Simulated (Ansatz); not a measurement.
# MoP: the cost of one run

Program: Ansatz 0.2.0. Level of theory: DFT LDA, scalar-relativistic, plane waves, PAW. These are calculated values, not measurements.

4 further runs of the same task are left out: 1 that didn't finish, 3 set aside as unsound or not needed.

### 1 The starting structure

It takes space group P-6m2 (No. 187, hexagonal). The conventional cell has a = 3.194 Å, b = 3.194 Å, c = 3.155 Å, α = 90.00°, β = 90.00°, γ = 120.00°. Mo (site symmetry -6m2) is surrounded by 6 P at 2.43 Å. Around P (site symmetry -6m2) lie 6 Mo at 2.43 Å.

Coordinates:

```cif
data_structure
_symmetry_space_group_name_H-M 'P-6m2'
_symmetry_Int_Tables_number 187
_cell_length_a 3.1940
_cell_length_b 3.1940
_cell_length_c 3.1548
_cell_angle_alpha 90.000
_cell_angle_beta 90.000
_cell_angle_gamma 120.000
_cell_volume 27.87
loop_
_atom_site_label
_atom_site_type_symbol
_atom_site_symmetry_multiplicity
_atom_site_Wyckoff_symbol
_atom_site_fract_x
_atom_site_fract_y
_atom_site_fract_z
_atom_site_occupancy
Mo1 Mo 1 a 0.00000 0.00000 0.00000 1
P1 P 1 d 0.33333 0.66667 0.50000 1
```

This cell was relaxed beforehand with the same method: volume 13.94 Å³/atom, gap on the mesh none (metal).

### 2 Relaxing at 5 GPa

What is minimised here is the enthalpy; the energy can go up as the cell is squeezed.

input.yaml reads:

```yaml
crystal:
  lattice:
    - [3.1939657114, 0.0, 0.0]
    - [-1.5969828557, 2.7660554449, 0.0]
    - [0.0, 0.0, 3.1548261638]
  atoms:
    - { symbol: Mo, position: [0.0, 0.0, 0.0] }
    - { symbol: P, position: [0.3333333333, 0.6666666667, 0.5] }
basis:
  ecutwfc: 420
kpoints:
  mp_grid: { grid: [18, 18, 14] }
hamiltonian:
  xc: lda
scf:
  occupations: { method: fermi_dirac, width: 0.15 }
output:
  forces: true
  stress: true
  eigenvalues: true
  write_density: true
  write_potential: true
  elf: true
  volumetric_format: npy
relax:
  adjacent_minimum: "off"
  f_tol: 0.001
  max_steps: 60
  cell: { stress_tol: 0.02, p_target: 5.0 }
```

Command:

```bash
$ ansatz run input.yaml --threads 1 --pin off --max-ram 3072MiB --backend cpu --events-out ev --progress --plain --runs-dir out
```

Q: Estimate wall time and peak memory on 1 thread of AMD EPYC 7R43 (Zen 3), shared host.

About 42 s, with a peak of 0.5 GiB.
